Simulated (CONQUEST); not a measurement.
Crystal: Cs.

```
Cs
1.0
     6.25693    0.00000    0.00000
     0.00000    6.25693    0.00000
     0.00000    0.00000    6.25693
Cs
2
Direct
  0.00000 0.00000 0.00000
  0.50000 0.50000 0.50000
```

* Program: CONQUEST 1.3
* Task: single point
* Functional: PBE
* Potentials or basis: PseudoDojo NC PBE, DZP, grid cutoff 120 Ha
* k mesh: 5 × 5 × 5
* Occupations: fermi-dirac, width 0.05 eV
* Spin: no spin polarisation

On this cell: pressure -0.1 GPa; largest force zero by symmetry; band gap on the k mesh none (metal or under the smearing width).

The same run follows on a disturbed copy (atoms of the box moved at random, drawn with an rms of 0.05 Å):

```
Cs
1.0
     6.25693    0.00000    0.00000
     0.00000    6.25693    0.00000
     0.00000    0.00000    6.25693
Cs
2
Direct
  0.00481 0.00001 0.00053
  0.50502 0.50149 0.50106
```

Question: What does the disturbed cell give?

Answer: The energy (extrapolated to zero smearing) moves by -0.1 meV/atom; pressure -0.1 GPa; largest force 0.004 eV/Å; band gap on the k mesh none (metal or under the smearing width).

Forces on the atoms (eV/Å):
```
Cs   0.004  0.002  0.001
Cs   0.003 -0.001  0.000
```

Caveats: the basis of atomic orbitals isn't converged, which shifts pressures, moduli and gaps; the box holds several primitive cells, so bands are folded and the points are those of the box's own zone (some runs).
